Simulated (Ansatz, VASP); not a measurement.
# Sn in VASP and in Ansatz

```
Sn
1.0
     3.05440    0.00000    0.00000
     0.00000    3.05440    0.00000
     0.00000    0.00000    3.05440
Sn
1
Direct
  0.00000 0.00000 0.00000
```

Alike in both runs: functional r2SCAN; k mesh 18 × 18 × 18; occupations gaussian, width 0.1 eV; no spin polarisation.

Ansatz relaxed the structure, and its values are those at the end. VASP's run is a single point on that final structure, the one shown.

```csv
,VASP,Ansatz
version,VASP 6.6.1,Ansatz 0.2.0
potentials or method,"VASP PAW PBE potentials, release 64 (Sn_d)","scalar-relativistic, plane waves, PAW"
plane-wave cutoff (eV),520,500
valence electrons in the cell,14,14
```

|  | VASP | Ansatz | Ansatz less VASP |
| --- | --- | --- | --- |
| gap on the k mesh at the Fermi level (eV) | none | none | - |
| pressure (GPa) | 0.0 | 0.0 | +0.04 |

A gap of «none» marks a metal or a gap that the smearing closes.

Caveats: the PAW data sets were made with another functional, which shifts forces and pressure a little (VASP).
